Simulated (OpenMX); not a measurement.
Runs of OpenMX 3.8.5 on Al. The structure is hexagonal, space group P6/mmm (No. 191). The conventional cell has a = 4.729 Å, b = 4.729 Å, c = 2.754 Å, α = 90.00°, β = 90.00°, γ = 120.00°. Al (site symmetry -6m2) has 5 Al at 2.73 to 2.75 Å as nearest neighbours. The cell was built by a generator and needn't be a form met in nature.

```csv
cell,gap on the mesh (eV),pressure (GPa)
"P6/mmm, 26.66 Å³/atom",none,-3.2
"P6/mmm, 22.72 Å³/atom",none,(b)
"P6/mmm, 24.65 Å³/atom",none,(a)
"P6/mmm, 23.68 Å³/atom",none,1.6
"P6/mmm, 25.65 Å³/atom",none,-1.9
```

Alike in all rows: task single point; level PBE; potentials or basis OpenMX 2013 PBE set, Al7.0-s2p2d1, grid cutoff 300 Ry; no spin polarisation; k mesh 5 × 5 × 7; smearing fermi-dirac 0.05 eV.

Task: Fill in the values left out.

Result: (a) -0.2; (b) 4.2.

Caveats: the basis of atomic orbitals isn't converged, which shifts pressures, moduli and gaps.

A gap of «none» marks a metal or a gap under the smearing width.
